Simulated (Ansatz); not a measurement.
**Elastic constants of NaF at 3.5 GPa (stress–strain coefficients): input and output**

Level of theory: Ansatz, DFT PBEsol, scalar-relativistic, plane waves, PAW.

Launched with:
```bash
ansatz run input.yaml --threads 1 --pin off --max-ram 1228MiB --backend cpu --events-out ev --progress --plain --runs-dir out
```

Input (bare energies are in eV):
```yaml
crystal:
  lattice:
    - [2.7631, 0.0, 0.0]
    - [0.0, 2.7631, 0.0]
    - [0.0, 0.0, 2.7631]
  atoms:
    - { symbol: Na, position: [0.0, 0.0, 0.0] }
    - { symbol: F, position: [0.5, 0.5, 0.5] }
basis:
  ecutwfc: 420
kpoints:
  mp_grid: { grid: [8, 8, 8] }
hamiltonian:
  xc: pbesol
scf:
  occupations: { method: fixed }
output:
  forces: true
  stress: true
  eigenvalues: true
elastic:
  mode: relaxed_ion
  stencil: two_point
```

From the output:
```
--- Elastic constants: 2 strain directions × 2 members + reference (group order 48) ---
  dense FFT box of the reference and of every strained cell: 20×20×20
  strains applied: 11, 23; error gains: componentwise 1.00 (the most a stress slope's error grows in a printed constant), spectral 1.73 (1 for all six strains in a standard setting)
  C = ∂σ_k/∂η_j (tension-positive GPa; Voigt order 11 22 33 23 13 12):
       184.141     11.255     11.255     -0.000     -0.000     -0.000
        11.255    184.141     11.255     -0.000     -0.000     -0.000
        11.255     11.255    184.141     -0.000     -0.000     -0.000
        -0.000     -0.000      0.000      8.849      0.000      0.000
        -0.000     -0.000      0.000      0.000      8.849      0.000
        -0.000      0.000      0.000      0.000      0.000      8.849
  reference stress σ⁰ (GPa):     -3.506     -3.506     -3.506     -0.000      0.000     -0.000
  C* (energy form; C + prestress term) asymmetry max|C*_kj − C*_jk| = 1.776e-14 GPa — a small one proves nothing (zero by symmetry where the batch's group is 432, −43m or m−3m); a large one is finite-difference/SCF noise where every solve ...
  moduli (Voigt/Reuss/Hill, GPa): K = 68.88/68.88/68.88   G = 39.89/13.81/26.85   E = 71.28   ν = 0.328
  mechanically stable: yes (min eigenvalue of sym C = 8.85 GPa)
  strain η (Voigt 11):  stress-route row diagonal C_11 = 184.14 GPa, energy-path curvature d²(F+E_count+ΔE)/dδ²/Ω₀ = 185.66 GPa
         δ    σ_11 (GPa) F (eV) n_scf n_hpsi n_pw
    -2.000e-3      -3.8755       -2278.6202655       7   16296    437   relax 0 steps, max|allowed force component| 3.20e-30 eV/Å
     2.000e-3      -3.1390       -2278.6221350       7   16099    437   relax 0 steps, max|allowed force component| 1.48e-31 eV/Å
  strain η (Voigt 23):  stress-route row diagonal C_44 = 8.85 GPa, energy-path curvature d²(F+E_count+ΔE)/dδ²/Ω₀ = 13.83 GPa
         δ    σ_23 (GPa) F (eV) n_scf n_hpsi n_pw
    -2.000e-3      -0.0177       -2278.6212796       7   21730    437   relax 0 steps, max|allowed force component| 3.06e-30 eV/Å
     2.000e-3       0.0177       -2278.6212796       6   19874    437   relax 0 steps, max|allowed force component| 0.00e0 eV/Å
```

It took 4 s on 1 thread of Intel(R) Xeon(R) Platinum 8488C (Sapphire Rapids) (shared host), peak memory 0.43 GiB.

The cell is the ideal cubic caesium chloride prototype; this isn't the usual structure of the compound.